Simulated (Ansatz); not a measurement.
A run of Ansatz 0.2.0:

Contents of input:

```
crystal:
  lattice:
    - [0.0, 3.39084, 3.39084]
    - [3.39084, 0.0, 3.39084]
    - [3.39084, 3.39084, 0.0]
  atoms:
    - { symbol: Sn, position: [0.0, 0.0, 0.0] }
    - { symbol: Se, position: [0.75, 0.75, 0.75] }
hamiltonian:
  xc: r2scan50
  pseudopotentials: { kind: paw }
kpoints:
  mp_grid: { grid: [4, 4, 4] }
  band_path:
    path:
      - [[0.0, 0.0, 0.0], [0.5, 0.0, 0.5], [0.5, 0.25, 0.75], [0.375, 0.375, 0.75], [0.0, 0.0, 0.0], [0.5, 0.5, 0.5], [0.625, 0.25, 0.625], [0.5, 0.25, 0.75], [0.5, 0.5, 0.5], [0.375, 0.375, 0.75]]
      - [[0.625, 0.25, 0.625], [0.5, 0.0, 0.5]]
    npoints: 4
scf:
  occupations: { method: fermi_dirac, width: 0.05 }
  n_extra_bands: 6
output:
  forces: true
  stress: true
  eigenvalues: true
  fatbands: false
```

Hardware: 1 × NVIDIA H100 80GB HBM3 with 2 threads of AMD EPYC 7R13 Processor (Zen 3), on a shared host.

Q: How long does it take, and how much memory?

A: It took 49 s on 1 × NVIDIA H100 80GB HBM3 with 2 threads of AMD EPYC 7R13 Processor (Zen 3) (shared host), peak memory 2.3 GiB. Counts: scf iterations 28, plane waves 1989, k points 8, bands 21.
